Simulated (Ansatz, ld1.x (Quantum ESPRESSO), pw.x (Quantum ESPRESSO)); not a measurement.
**From atom to crystal: TM potential for platinum**

platinum, norm-conserving Troullier–Martins (Kleinman–Bylander form), made with ld1.x (Quantum ESPRESSO) 7.5 (PBE, scalar-relativistic). Core [Xe] 4f14, reference 5d9 6s1 6p0. Waves: 6p (bound, empty): rc 5.60 bohr; 5d (bound): rc 2.70 bohr; 6s (bound): rc 2.42 bohr. Local part: the s channel. Core correction: none.

Atomic tests: cutoffs needed: 35 Ry and 50 Ry (the cutoffs (Ry, on a coarse ladder) from which the occupation-weighted sum of valence levels, in a spherical-Bessel basis at the reference potential, stays within 10 and 1 mRy of its value at 400 Ry); ghost test: no extra level below or beside the all-electron valence levels (p, d, s, f tested) (spherical-Bessel basis up to 400 Ry, 20 bohr box); largest excitation error: -417 meV (all-electron minus pseudo) for 5d6 6s0 6p0, out of 7 test configurations.

Crystal test: diamond Pt in pw.x 7.5, no spin, 8³ k-points, Fermi–Dirac smearing 0.01 Ry, cutoffs 60/240 Ry. The reference is all-electron LAPW (Ansatz 0.2.0) with the same functional, mesh and smearing; V0 and B0 come from Birch–Murnaghan fits to the pressures at five volumes. Errors are pseudo minus all-electron; Δ is the rms difference of the E(V) curves that follow from these fits, minima aligned, over ±6 % about the mean V0. Mesh and smearing are coarse, so the numbers serve the comparison and aren't converged zero-temperature values; the lattice is a test structure that the element need not adopt.

```json
{"V (Å³/atom)": "22.974", "P all-electron (GPa)": "6.61", "P pseudo (GPa)": "24.02"}
{"V (Å³/atom)": "23.578", "P all-electron (GPa)": "3.04", "P pseudo (GPa)": "18.91"}
{"V (Å³/atom)": "24.183", "P all-electron (GPa)": "-0.00", "P pseudo (GPa)": "14.46"}
{"V (Å³/atom)": "24.788", "P all-electron (GPa)": "-2.58", "P pseudo (GPa)": "10.60"}
{"V (Å³/atom)": "25.392", "P all-electron (GPa)": "-4.77", "P pseudo (GPa)": "7.23"}
```

All-electron: a0 = 5.784 Å (V0 = 24.18 Å³/atom), B0 = 111.9 GPa.

Pseudopotential: mean pressure error (GPa): +14.58. The pressure does not cross zero within the volumes sampled, so no fit is given. The largest radius (5.60 bohr) exceeds half the bond length (2.37 bohr), so the spheres overlap, which is one possible source of error among others. This is a poor potential for the solid.

Task: At the middle volume, how do free energy and pressure move when the wave cutoff is lowered (ecutrho kept at four times it)?

Result:

```csv
cutoff (Ry),shift of F (meV/atom),shift of P (GPa)
27,+503.0,-25.38
36,+15.1,-0.18
48,+7.9,-0.08
```

The run at the middle volume (29 k-points, 9 iterations) took about 20 s on one core of a shared host (Neoverse-V1, 32 threads, 247 GiB, load 18).
